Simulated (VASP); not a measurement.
# MgO: single point with PBEsol

Crystal: MgO.

```
CELL_PARAMETERS angstrom
3.23535 0.00000 0.00000
-1.61767 2.80189 0.00000
0.00000 0.00000 4.94850
ATOMIC_POSITIONS crystal
Mg 0.33333 0.66667 0.02223
Mg 0.66667 0.33333 0.52223
O 0.33333 0.66667 0.38237
O 0.66667 0.33333 0.88237
```

Measurements of this composition are mostly on another form, of space group No. 225.

The cell isn't the ideal one: strained and moved within a subgroup.

* Program: VASP 6.6.1
* Task: single point
* Functional: PBEsol
* Potentials or basis: VASP PAW PBE potentials, release 64 (Mg, O)
* Cutoff: 520 eV
* k mesh: 9 × 9 × 6
* Occupations: gaussian, width 0.02 eV
* Spin: no spin polarisation
* Dipole correction: no
* Further INCAR settings: ALGO = Normal; EDIFF = 1e-06; NBANDS = 16

```
Pressure               : 11.9 GPa
Largest force          : 2.554 eV/Å
Band gap on the k mesh : 3.90 eV, direct
```

Forces on the atoms (eV/Å):
```
Mg   0.000  0.000 -2.554
Mg   0.000  0.000 -2.554
O    0.000  0.000  2.554
O    0.000  0.000  2.554
```

Stress tensor (GPa, compression positive):
```
 1.38  0.00  0.00
 0.00  1.38  0.00
 0.00  0.00 33.02
```

Levels at points of the mesh, in eV from the valence-band top:
| k point | band 4 | band 5 | band 6 | band 7 | band 8 | band 9 | band 10 | band 11 | band 12 | band 13 |
| --- | --- | --- | --- | --- | --- | --- | --- | --- | --- | --- |
| (0.00, 0.00, 0.00) | -0.36 | -0.36 | -0.08 | -0.08 | 0.00 | 3.90 | 8.67 | 10.67 | 14.62 | 14.62 |
| (0.00, 0.00, 0.50) | -1.92 | -0.22 | -0.22 | -0.22 | -0.22 | 6.26 | 6.26 | 13.68 | 13.68 | 15.22 |

Run time: 11 s on 1 thread of Intel(R) Xeon(R) 6975P-C (Granite Rapids), on a shared host, peak memory 0.18 GiB.

Caveat: the PAW data sets were made with another functional, which shifts forces and pressure a little; an odd mesh through Γ misses points on the zone boundary, where band edges often lie.
